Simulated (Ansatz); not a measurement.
# WS2: the cost of one run

Computed with Ansatz 0.2.0 (reference: DFT, HSE06, plane waves, PAW, unless a step's input says otherwise).

## Step 1: The system as given

Symmetry: R3m, No. 160, trigonal system. Conventional cell: a = 3.172 Å, b = 3.172 Å, c = 18.712 Å, α = 90.00°, β = 90.00°, γ = 120.00°. W (site symmetry 3m) is surrounded by 6 S at 2.41 Å. S (site symmetry 3m) has 3 W at 2.41 Å in its first shell of neighbours.

Structure file:

```
CELL_PARAMETERS angstrom
1.58589 0.91561 6.23747
-1.58589 0.91561 6.23747
0.00000 -1.83122 6.23747
ATOMIC_POSITIONS crystal
W 0.99999 0.99999 0.99999
S 0.41680 0.41680 0.41680
S 0.24988 0.24988 0.24988
```

## Step 2: Reference

Contents of input.yaml:

```yaml
crystal:
  lattice:
    - [1.5858866948, 0.9156121101, 6.2374697496]
    - [-1.5858866948, 0.9156121101, 6.2374697496]
    - [0.0, -1.8312242203, 6.2374697496]
  atoms:
    - { symbol: W, position: [-1.15685e-05, -1.15685e-05, -1.15685e-05] }
    - { symbol: S, position: [0.4167981689, 0.4167981689, 0.4167981689] }
    - { symbol: S, position: [0.2498800663, 0.2498800663, 0.2498800663] }
kpoints:
  mp_grid: { grid: [4, 4, 4] }
hamiltonian:
  xc: hse06
scf:
  occupations: { method: fixed }
  n_extra_bands: 4
output:
  forces: true
  stress: true
  eigenvalues: true
```

On the command line:

```bash
$ ansatz run input.yaml --threads 4 --pin off --max-ram 3686MiB --backend cpu --events-out ev --progress --plain --runs-dir out
```

Q: Estimate wall time and peak memory on 4 threads of Arm Neoverse N1, shared host.

About 17 s, with a peak of 0.79 GiB.
